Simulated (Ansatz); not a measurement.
AlAs at 40 GPa: from Born charge to LO–TO splitting and polaron coupling

Level of theory: DFT PBE, scalar-relativistic, plane waves, PAW (Ansatz 0.2.0). Plane waves to 420 eV; Γ-centred k mesh 10×10×10; fixed occupations. No spin polarisation. Phonons by linear response, acoustic sum rule imposed.

The cell, relaxed at 40 GPa:
Space group F-43m (No. 216). a = 5.164 Å, b = 5.164 Å, c = 5.164 Å, α = 90.00°, β = 90.00°, γ = 90.00°
```
atom site symmetry x y z
  Al    4a      -43m  0.0000  0.0000  0.0000
  As    4c      -43m  0.2500  0.2500  0.2500
```

Other phases may be more stable at this pressure. The bands were filled as in an insulator; under compression the gap may have closed between mesh points.

Linear response gives ν_TO = 488.8 cm⁻¹, Born charges ±1.976 e (positive on Al) and ε∞ = 8.751. The primitive cell holds 34.426 Å³, and the masses are 26.982 and 74.922 amu.

Question: Find ν_LO and the static dielectric constant.

Answer: The long-wave field adds a restoring force: ω_LO² − ω_TO² = Z*²e²/(ε_vac ε∞ μV). In these units ν_LO² − ν_TO² = 4.92064×10⁷ Z*²/(μ V ε∞) cm⁻², with μ = m₁m₂/(m₁ + m₂) = 19.837 amu: 32144 cm⁻². So ν_LO = √(488.8² + 32144) = 520.7 cm⁻¹, and the run gives 520.7. Lyddane–Sachs–Teller then gives ε0 = ε∞ (ν_LO/ν_TO)² = 9.93, against 9.93 in the run (it forms both from the same three quantities, so the match checks the arithmetic only). Between ν_TO and ν_LO the dielectric function is negative and an undamped crystal reflects fully: a reststrahlen band from 19.2 to 20.5 μm.

Question: What do the Clausius–Mossotti polarisability and the Szigeti charge come to?

Answer: With the Lorentz local field, α = (3V/4π)(ε∞ − 1)/(ε∞ + 2) = 5.93 Å³ for the pair, and e_S = 3Z*/(ε∞ + 2) = 0.55 e. The Born charge includes the electrons' response to the dipole's own local field, and e_S takes that enhancement out. The Lorentz field assumes point-like polarisable ions, a poor picture once ε∞ is this large, since the electron clouds then overlap or are shared, so both numbers are formal here.

Question: How strongly does a slow electron couple to the LO mode?

Answer: For one isotropic parabolic band, Fröhlich's constant is α_F = (1/ε∞ − 1/ε0) √(m* Ry/ħω_LO), with Ry = 13.606 eV, ħω_LO = 64.6 meV and m* in free-electron masses: α_F = 0.0135 × 14.52 × √m* = 0.20 √m*. The band mass isn't part of this run; for m* = 0.1, 0.3 and 1 it gives 0.06, 0.11, 0.20. In weak coupling the polaron lies α_F ħω_LO below the band edge (7 meV at m* = 0.3) with a mass m*(1 + α_F/6); past α_F of about 5 or 6 that expansion fails. A semilocal functional's ε∞ tends to be too large, which taken alone lowers α_F.

Cost: 1 run of about 2.5 core-minutes, on Intel Xeon Processor @ 2.50GHz (Skylake/Cascade Lake) (shared hosts).

The lattice adds little to the dielectric screening: ε∞ is 8.751 and ε0 only 9.93, so most of the static response is electronic. This fits a polar covalent sp³ network, in which the valence electrons polarise easily and screen the long-range field of the LO mode. The Born charge of 1.976 e is still substantial, but it measures charge flow as the bonds are distorted, not a static charge on Al. Stiff bonds and the light Al atom keep the TO frequency high, and compression probably strengthens the short-range restoring force further, so the polar term shifts an already hard mode only modestly.

The same small ionic contribution, helped by the large phonon energy, keeps the Fröhlich coupling weak for all three trial masses. That supports large, lightly dressed polarons as far as polar coupling goes. For electrons the single isotropic band is a rough model, since the conduction minimum of zinc-blende AlAs lies near X, where the mass is strongly anisotropic and intervalley scattering, absent from α_F, can matter as well.
